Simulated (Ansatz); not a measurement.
## Li2O in Ansatz: the effect of functional

The system is Li2O.

```
CELL_PARAMETERS angstrom
0.00000 2.34226 2.34226
2.34226 0.00000 2.34226
2.34226 2.34226 0.00000
ATOMIC_POSITIONS crystal
O 0.00000 0.00000 0.00000
Li 0.25000 0.25000 0.25000
Li 0.75000 0.75000 0.75000
```

The cell comes from a database or a generator and needn't be the stable form of this composition.

The cell isn't the ideal one: volume scaled by 1.02.

Alike in all runs:

| Property | Result |
| --- | --- |
| Program | Ansatz 0.2.0 |
| Task | single point |
| Potentials or basis | Ansatz PAW |
| k mesh | 10 × 10 × 10 |
| Occupations | fermi-dirac, width 0.05 eV |
| Spin | no spin polarisation |

```csv
functional,cutoff,gap on the mesh (eV),pressure (GPa)
PBEsol,420 eV (not typed: the program's choice for these potentials),4.75,-4.9
LDA,420 eV (not typed: the program's choice for these potentials),4.74,-9.2
r2SCAN,500 eV (not typed: the program's choice for these potentials),?,?
PBE,420 eV (not typed: the program's choice for these potentials),4.91,-2.8
```

Problem. What does the run with functional r2SCAN give?

Solution. gap on the mesh 5.61 eV; pressure -5.5 GPa.

Caveats: the PAW data sets come from PBE, with cores solved anew for the run's functional, which leaves a small shift of forces and pressure (some runs).

A k mesh can miss the band edges.
